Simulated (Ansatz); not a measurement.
Input and command of a calculation in Ansatz (plane waves; scalar-relativistic PAW potentials unless the input names others):

```yaml
crystal:
  lattice:
    - [-2.458910253, 0.0, 0.0]
    - [-1.2294551265, -2.1294787447, 0.0]
    - [-0.2049091877, -0.3549131241, 10.7943044874]
  atoms:
    - { symbol: C, position: [0.6666666667, 0.6388961774, 0.1666229354] }
    - { symbol: C, position: [1.0, -0.1388816003, 0.833289602] }
    - { symbol: C, position: [0.3333333333, 0.2500072886, 0.4999562687] }
    - { symbol: C, position: [0.6666666667, 0.5277760448, 0.8333437313] }
    - { symbol: C, position: [1.0, 0.9166649337, 0.500010398] }
    - { symbol: C, position: [0.3333333333, 0.3055538226, 0.1666770646] }
basis:
  ecutwfc: 420
  xc_grid: 3
kpoints:
  mp_grid: { grid: [15, 15, 3], shift: [0.5, 0.5, 0.5] }
hamiltonian:
  xc: pbesol
scf:
  occupations: { method: gaussian, width: 0.05 }
  mixing: { algorithm: anderson, beta: 0.3, ndim: 8 }
output:
  forces: true
  eigenvalues: true
  stress: true
```

```bash
ansatz run input.yaml --threads 2 --pin off --max-ram 5120MiB --backend cpu --events-out ev --progress --plain --runs-dir out
```

Abridged log:
```
Basis set: ecut = 420 eV, 1067 PW (Γ), exchange–correlation on 54×54×225 points (27 copies of the dense FFT grid, shifted against one another)
Bands: 18, of which v1, the nominal top of the filled ones, is band 12 counted from 1 (11 counted from 0)
Symmetry: 2 space group operations
k-points: 338 of 675
SCF iter   1: F=—  HF=-1480.145512 eV  |F-HF|=—  |Δ(HF+E_count)|=         —  Δρ=3.47e-3  dr2=3.40e-3  ethr=1.77e-3  ⟨swp⟩=6.1  Hψ=32121  notcnv=0  defer=14
SCF iter   2: F=—  HF=-1480.145809 eV  |F-HF|=—  |Δ(HF+E_count)|=   2.96e-4  Δρ=2.31e-3  dr2=1.45e-3  ethr=1.42e-5  ⟨swp⟩=2.1  Hψ=11538  notcnv=0  defer=39  κ⁻¹=1.0e0(r=1)
SCF iter   3: F=—  HF=-1480.146018 eV  |F-HF|=—  |Δ(HF+E_count)|=   2.09e-4  Δρ=2.96e-4  dr2=1.18e-5  ethr=6.02e-6  ⟨swp⟩=2.3  Hψ=9743  notcnv=0  defer=2  κ⁻¹=1.4e-3(r=2)
automatic band count: iteration 3 solves 17 bands in place of 18: the levels show a gap, and the empty bands left out lie too high to hold charge; the band table lists the bands solved (type scf.n_extra_bands for more)
SCF iter   4: F=—  HF=-1480.146049 eV  |F-HF|=—  |Δ(HF+E_count)|=   3.09e-5  Δρ=1.49e-4  dr2=2.72e-6  ethr=4.91e-8  ⟨swp⟩=2.3  Hψ=9003  notcnv=0  defer=2  κ⁻¹=1.4e-4(r=3)
SCF iter   5: F=—  HF=-1480.146058 eV  |F-HF|=—  |Δ(HF+E_count)|=   9.18e-6  Δρ=2.70e-5  dr2=1.87e-7  ethr=1.14e-8  ⟨swp⟩=2.1  Hψ=9552  notcnv=0  defer=2  κ⁻¹=1.4e-6(r=4)
SCF iter   6: F=-1480.146059 eV  HF=-1480.146059 eV  |F-HF|=2.50e-10  |Δ(HF+E_count)|=   3.60e-7  Δρ=6.68e-6  dr2=1.74e-8  ethr=4.17e-10  ⟨swp⟩=7.7  Hψ=27637  notcnv=0
SCF 1 converged in 6 iterations: F = -1480.146059 eV  dr2 = 1.74e-8
SCF converged after 6 iterations
Stability not checked: this state was not tested for a lower state beside it, because the mixer in use, unlike msr1, does not test its closes by its own steps (another_mixer; see scf.mixing.algorithm and scf.lower_state_search)
Free energy (F): -1480.146059 eV
Harris-Foulkes:  -1480.146059 eV  (|F-HF|=2.50e-10)
Internal energy: -1480.146059 eV  (E = F + TS)
E sigma→0 (E₀):  -1480.146059 eV
Fermi energy:    6.246190 eV
--- Forces (eV/Å), atoms counted from 1 ---
  atom   1  C      0.00290922     0.00287276     0.00785465
  atom   2  C     -0.00262318    -0.00029365     0.00256911
  atom   3  C      0.00037182     0.00025087     0.00434354
  atom   4  C     -0.00290922    -0.00287276    -0.00785465
  atom   5  C     -0.00037182    -0.00025087    -0.00434354
  atom   6  C      0.00262318     0.00029365    -0.00256911
--- Stress (GPa, compression-positive) ---
       -0.037803       0.013459       0.077814
        0.013459      -0.078192       0.044455
        0.077814       0.044455       0.196997
  P = ⅓ Tr σ = 0.0270 GPa (0.270 kbar)
```

Apart from outputs and empty bands, the input differs from a reference run on usual settings in kpoints.mp_grid.shift: not typed → [0.5, 0.5, 0.5]; basis.xc_grid: not typed → 3; scf.mixing.algorithm: not typed → "anderson"; scf.mixing.beta: not typed → 0.3; scf.mixing.ndim: not typed → 8. The reference, at the same geometry, gave pressure 0.02 GPa, largest force 0.004 eV/Å, gap on the mesh 0.30 eV. This run converged in 6 SCF iterations (reference: 6) with an energy at zero smearing 0.61 meV/atom below the reference's, pressure 0.03 GPa, largest force 0.009 eV/Å, gap on the mesh 0.55 eV.

It took 7.1 s on 2 threads of Arm Neoverse V2, on a shared host, peak memory 0.53 GiB.